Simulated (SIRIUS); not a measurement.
**MgSe under changes of volume**

One of the cells (20.246 Å³/atom); the others are scaled copies at fixed shape and fractional positions:

```
CELL_PARAMETERS angstrom
0.00000 2.72550 2.72550
2.72550 0.00000 2.72550
2.72550 2.72550 0.00000
ATOMIC_POSITIONS crystal
Se 0.50000 0.50000 0.50000
Mg 0.00000 0.00000 0.00000
```

* Program: SIRIUS 7.12.0
* Functional: PBEsol
* Potentials or basis: all-electron FP-LAPW
* Cutoff: 167 eV
* Basis: apw+lo standard
* k mesh: 8 × 8 × 8
* Occupations: fermi-dirac, width 0.05 eV
* Spin: no spin polarisation

```csv
volume (Å³/atom),energy over the lowest point (meV/atom),gap on the mesh (eV)
19.031,15.91,1.87
19.436,6.81,1.84
19.841,?,?
20.246,0.00,1.78
20.651,1.83,1.74
21.056,6.56,1.71
21.461,13.90,1.68
```

Question: What does the run at 19.841 Å³/atom give?

Answer: Energy over the lowest point 1.60 meV/atom; gap on the mesh 1.81 eV.

Worked out: A Birch-Murnaghan fit of order 3 (a polynomial in V^(-2/3)) to the other rows has its minimum at 20.23 Å³/atom with B0 = V·E''(V) = 65 GPa and B' = 4.0. It gives 1.60 meV/atom at 19.841 Å³/atom, against the run's 1.60. A straight line through the other rows of the gap, of slope -1.6 eV per unit of ln V, gives 1.81 eV, against the run's 1.81.

Energies are extrapolated to zero smearing.

A mesh can miss the band edges. Spin-orbit coupling on Se is left out.
